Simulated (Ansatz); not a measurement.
Runs of Ansatz 0.2.0 on Cu. The structure is hexagonal, space group P6_3/mmc (No. 194). The conventional cell has a = 2.531 Å, b = 2.531 Å, c = 8.262 Å, α = 90.00°, β = 90.00°, γ = 120.00°. Around Cu (site symmetry -6m2) lie 12 Cu at 2.53 Å. Around Cu (site symmetry -3m) lie 12 Cu at 2.53 Å. This isn't the form of Cu at room conditions, which is fcc.

```tsv
task	level	potentials or basis	cutoff (eV)	basis error allowed	pressure (GPa)	V0 of scaled cells (Å³/atom)	B0 (GPa)
band structure	LDA	all-electron LAPW, scalar-relativistic	279	0.002 eV/atom	-8.3	-	-
equation of state	LDA	all-electron LAPW, scalar-relativistic	-	0.002 eV/atom	-	10.90	(a)
band structure	PBEsol	all-electron LAPW, non-relativistic	279	0.002 eV/atom	(b)	-	-
band structure	PBEsol	all-electron PAW datasets made for the crystal	300	-	-1.9	-	-
band structure	PBEsol	all-electron LAPW, scalar-relativistic	279	0.002 eV/atom	-1.9	-	-
equation of state	PBEsol	all-electron LAPW, scalar-relativistic	-	0.001 eV/atom	-	11.32	167
band structure	PBEsol	all-electron LAPW, inner shells corrected to Dirac's equation	279	0.002 eV/atom	-1.9	-	-
single point	PBEsol	all-electron LAPW, scalar-relativistic	302	0.001 eV/atom	-1.9	-	-
```

Alike in all rows: no spin polarisation; cell as given; k mesh 12 × 12 × 4; smearing fermi-dirac 0.05 eV.

Q: Estimate the missing entries.

A: (a) 188; (b) 2.7.

Caveats: the cell was scaled at fixed shape and fractional positions, which overstates the stiffness of a crystal with free parameters, most of all of layers and chains (some runs).

Not every run made on this cell is shown here.
